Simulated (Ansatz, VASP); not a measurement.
Al2O3 in VASP and in Ansatz

File INCAR:

```
SYSTEM = Al2O3
  PREC = Accurate
  ENCUT = 520
  EDIFF = 1E-6
  ISMEAR = 0
  SIGMA = 0.05
  LREAL = .False.
  LASPH = .True.
  NELM = 100
  ALGO = Normal
  ISIF = 2
  LWAVE = .False.
  LCHARG = .False.
  GGA = PS
  NBANDS = 20
```

Contents of KPOINTS:

```
regular mesh
0
Gamma
  12 12 4
  0 0 0
```

POSCAR

```
Al2O3
1.0
    2.9015238158      0.0000000000      0.0000000000
   -1.4507619079      2.5127933342      0.0000000000
    0.0000000000      0.0000000000      9.0694060139
Al O
2 3
Direct
    0.0000000000      0.0000000000      0.1487644540
    0.0000000000      0.0000000000      0.8512355460
    0.3333333333      0.6666666667      0.2215798693
    0.6666666667      0.3333333333      0.0000000000
    0.3333333333      0.6666666667      0.7784201307
```

Input for Ansatz:

```yaml
crystal:
  lattice:
    - [2.9015238158, 0.0, 0.0]
    - [-1.4507619079, 2.5127933342, 0.0]
    - [0.0, 0.0, 9.0694060139]
  atoms:
    - { symbol: Al, position: [0.0, 0.0, 0.148764454] }
    - { symbol: Al, position: [0.0, 0.0, 0.851235546] }
    - { symbol: O, position: [0.3333333333, 0.6666666667, 0.2215798693] }
    - { symbol: O, position: [0.6666666667, 0.3333333333, 0.0] }
    - { symbol: O, position: [0.3333333333, 0.6666666667, 0.7784201307] }
basis:
  ecutwfc: 420
kpoints:
  mp_grid: { grid: [12, 12, 4] }
hamiltonian:
  xc: pbesol
scf:
  occupations: { method: gaussian, width: 0.05 }
output:
  forces: true
  stress: true
  eigenvalues: true
```

Alike in both runs: task single point; functional PBEsol; k mesh 12 × 12 × 4; occupations gaussian, width 0.05 eV; no spin polarisation.

|  | VASP | Ansatz |
| --- | --- | --- |
| version | VASP 6.6.1 | Ansatz 0.2.0 |
| potentials or method | VASP PAW PBE potentials, release 64 (Al, O) | scalar-relativistic, plane waves, PAW |
| plane-wave cutoff (eV) | 520 | 420 |
| valence electrons in the cell | 24 | 24 |

|  | VASP | Ansatz | Ansatz less VASP |
| --- | --- | --- | --- |
| gap on the k mesh at the Fermi level (eV) | 4.50 | 4.52 | +0.017 |
| least direct gap on the mesh (eV) | 4.75 | 4.76 | +0.014 |
| pressure (GPa) | -1.7 | -1.9 | -0.17 |
| largest component of the traceless stress (GPa) | 6.17 | 6.48 | +0.315 |
| rms of the force components (eV/Å) | 0.237 | 0.227 | -0.0100 |

Atom by atom the forces differ by 0.012 eV/Å (rms over components). With one functional, cell and mesh, what is left measures potentials, basis and numerics.

Caveats: the PAW data sets were made with another functional, which shifts forces and pressure a little (VASP). A k mesh can miss the band edges.
